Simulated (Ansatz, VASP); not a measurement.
Given: the input of a run of VASP 6.6.1 on W.

Contents of INCAR:

```
SYSTEM = W
ALGO     = Fast           ! electronic algorithm
EDIFF    = 1E-6           ! SCF threshold, eV
ENCUT    = 520            ! plane-wave cutoff, eV
GGA      = PS             ! functional
ISIF     = 2              ! what is computed and relaxed
ISMEAR   = -1             ! smearing method
LASPH    = .TRUE.         ! aspherical terms in the spheres
LCHARG   = .TRUE.         ! write CHGCAR
LELF     = .TRUE.         ! ELF
LREAL    = .FALSE.        ! projectors in reciprocal space
LVHAR    = .TRUE.       
LWAVE    = .FALSE.        ! write WAVECAR
NBANDS   = 36             ! bands
NELM     = 60             ! most SCF steps
PREC     = Accurate       ! precision mode
SIGMA    = 0.05           ! smearing width, eV
```

The input KPOINTS:

```
k-points
0
G
  9 6 6
  0 0 0
```

POSCAR

```
W
1.0
    2.7523058654      0.0000000000      0.0000000000
    0.0000000000      4.7645794866      0.0000000000
    0.0000000000      0.0000000000      4.8231832256
W
4
Direct
    0.7931720000      0.9368430000      0.7500000000
    0.2068280000      0.4368430000      0.7500000000
    0.2068280000      0.0631570000      0.2500000000
    0.7931720000      0.5631570000      0.2500000000
```

Potentials or basis: VASP PAW PBE potentials, release 64 (W_sv).

Command:

```console
$ cat potpaw_PBE.64/W_sv/POTCAR > POTCAR
$ mpirun -np 1 vasp_std > vasp.out
```

Task: Translate it to Ansatz 0.2.0. Potentials there: all-electron LAPW, scalar-relativistic.

Result: As run (the cutoff follows the program's own potentials):

The input input.yaml:

```yaml
crystal:
  lattice:
    - [2.7523058654, 0.0, 0.0]
    - [0.0, 4.7645794866, 0.0]
    - [0.0, 0.0, 4.8231832256]
  atoms:
    - { symbol: W, position: [0.793172, 0.936843, 0.75] }
    - { symbol: W, position: [0.206828, 0.436843, 0.75] }
    - { symbol: W, position: [0.206828, 0.063157, 0.25] }
    - { symbol: W, position: [0.793172, 0.563157, 0.25] }
kpoints:
  mp_grid: { grid: [9, 6, 6] }
scf:
  occupations: { method: fermi_dirac, width: 0.05 }
hamiltonian:
  xc: pbesol
  pseudopotentials: { kind: all_electron, lapw: { basis_error: 0.001 } }
output:
  forces: true
  stress: true
  eigenvalues: true
```

Potentials or basis: all-electron LAPW, scalar-relativistic.

Run with:

```sh
$ ansatz run input.yaml --threads 2 --pin off --max-ram 8192MiB --backend cpu --events-out ev --progress --plain --runs-dir out
```

Both were run:

|  | VASP | Ansatz | Ansatz less VASP |
| --- | --- | --- | --- |
| gap on the k mesh at the Fermi level (eV) | none | none | - |
| pressure (GPa) | 8.0 | 7.2 | -0.73 |
| largest component of the traceless stress (GPa) | 1.91 | 1.80 | -0.109 |
| rms of the force components (eV/Å) | 0.164 | 0.156 | -0.0076 |

Atom by atom the forces differ by 0.008 eV/Å (rms over components). A gap of «none» marks a metal or a gap that the smearing closes. Ansatz ran all-electron here, so the differences hold the error of VASP's frozen core and of both bases.

Caveats: the PAW data sets were made with another functional, which shifts forces and pressure a little (VASP). The runs have no spin-orbit coupling, so splittings on W are missing.
